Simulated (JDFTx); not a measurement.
Crystal: Rh.

```xyz
1
Lattice="0.0000 1.8979 1.8979 1.8979 0.0000 1.8979 1.8979 1.8979 0.0000" Properties=species:S:1:pos:R:3 pbc="T T T"
Rh    0.0000    0.0000    0.0000
```

- Program: JDFTx 1.7.0 (patched build)
- Task: relaxation of cell and atoms
- Functional: RPBE
- Potentials or basis: SG15-PBE-1.2 with smoothed tails
- Cutoff: 1088 eV
- Density cutoff: 4354 eV
- k mesh: 6 × 6 × 6
- Occupations: fermi-dirac, width 0.05 eV
- Spin: no spin polarisation

At the start: pressure 14.7 GPa; volume 13.67 Å³/atom.

Question: Where does the relaxation end?

Answer: Over 6 steps the energy falls by 33.4 meV/atom and the volume is 14.44 Å³/atom (+5.7 %); space group Fm-3m (No. 225, to 0.05 Å).

Step by step:
```
step  energy change (eV)  largest force (eV/Å)  pressure (GPa)  volume (Å³)
   1              0.0000                0.0000           14.66        13.67
   2             -0.0079                0.0000           12.65        13.76
   3             -0.0331                0.0000            1.40        14.36
   4             -0.0334                0.0000            0.21        14.43
   5             -0.0334                0.0000            0.03        14.44
   6             -0.0334                0.0000            0.01        14.44
```

Final structure:
```xyz
1
Lattice="0.0000 1.9330 1.9330 1.9330 0.0000 1.9330 1.9330 1.9330 0.0000" Properties=species:S:1:pos:R:3 pbc="T T T"
Rh    0.0000    0.0000    0.0000
```

Caveat: the k mesh is coarse (spacing up to 0.48 Å⁻¹), so the values aren't converged; the potentials were made for another functional, which shifts forces and pressure.
